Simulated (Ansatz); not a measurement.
Predict the output of the script below (the Python package of Ansatz (0.2.0)).

The script, `transition.py`:
```python
"""Pressure at which two phases of W cross."""

import csv
import logging
import sys
import warnings

import ansatz as az
import numpy as np

logging.basicConfig(stream=sys.stdout, format="%(name)s: %(message)s")
log = logging.getLogger("ansatz_job")
log.setLevel(logging.INFO)

config = {
    "xc": "PBE",
    "cutoff_ev": 520,
    "k_spacing": 0.27,
    "occupations": "gaussian",
    "width_ev": 0.05,
}


def diamond(a_site, a):
    return az.Crystal.diamond(a_site, a=a)


def fcc(A, a):
    return (
        az.Lattice.fcc(a)
        .space_group(225)
        .atom(A, (0, 0, 0))
        .primitive()
    )


def run_phase(name, crystal, pressure=0.0):
    calc = (
        crystal.calculation()
        .functional(config["xc"])
        .basis(config["cutoff_ev"])
        .kpoints(spacing=config["k_spacing"])  # the mesh must be finer for metals
        .occupations(config["occupations"], width=config["width_ev"])  # the run then minimises F = E - TS
    )
    calc = calc.relax(force_tolerance=0.01, cell=True, pressure=pressure)
    return calc.run(threads=1)


def volume_per_atom(outcome):
    return abs(np.linalg.det(outcome.lattice.cell_ang)) / len(outcome.lattice.sites)


def main() -> None:
    warnings.simplefilter("ignore", az.DeckWarning)

    phases = {}
    phases["diamond"] = diamond("W", 5.48)
    phases["fcc"] = fcc("W", 3.99)

    # enthalpy per atom at each pressure
    pressures = [0, 5, 10, 20]
    enthalpy, volume = {name: [] for name in phases}, {name: [] for name in phases}
    for p in pressures:
        for name, crystal in phases.items():
            o = run_phase(name, crystal, pressure=p)
            volume[name].append(volume_per_atom(o))
            enthalpy[name].append(o.report["energy_sigma0_ev"] / len(o.lattice.sites) + p * volume[name][-1] / 160.21766)
    gap = np.array(enthalpy["fcc"]) - np.array(enthalpy["diamond"])
    rows = [(p, va, vb, 1000 * d) for p, va, vb, d in zip(pressures, volume["diamond"], volume["fcc"], gap)]
    with open("transition.csv", "w", newline="") as handle:
        writer = csv.writer(handle)
        writer.writerow(["P (GPa)", "V diamond (A^3/atom)", "V fcc (A^3/atom)", "H(fcc) - H(diamond) (meV/atom)"])
        writer.writerows([round(v, 4) if isinstance(v, float) else v for v in row] for row in rows)
    print(open("transition.csv").read())
    crossings = [p0 - g0 * (p1 - p0) / (g1 - g0) for p0, p1, g0, g1 in zip(pressures, pressures[1:], gap, gap[1:]) if g0 * g1 < 0]
    print("crossing near", [round(float(p), 1) for p in crossings], "GPa") if crossings else print("no crossing in this range")


if __name__ == "__main__":
    main()
```

```console
$ python transition.py
P (GPa),V diamond (A^3/atom),V fcc (A^3/atom),H(fcc) - H(diamond) (meV/atom)
0,24.7543,16.4415,-2185.7106
5,23.7999,16.173,-2434.0508
10,23.002,15.9273,-2663.0035
20,21.7327,15.4856,-3077.9046

no crossing in this range
```

Reading the output:
- Absolute energies stand on the zero of these potentials, so only differences at equal settings mean something.
- At a fixed pressure a relaxation lowers the enthalpy F + PV, while F alone can rise.
- Spin-orbit coupling, which matters for elements this heavy, is left out.
- Only these two structures are compared, at zero temperature and with their symmetry kept; either may be hypothetical, and another phase may be lower than both. Differences under about 40 meV an atom lie within the error of mesh and functional.
- The cells are prototypes set up for this calculation and needn't exist.
- Hardware and time: 48 s on 1 thread of Arm Neoverse V1, with other jobs on the host, peak memory 0.42 GiB.

(Lines on the test bed's own set-up are left out of the output.)
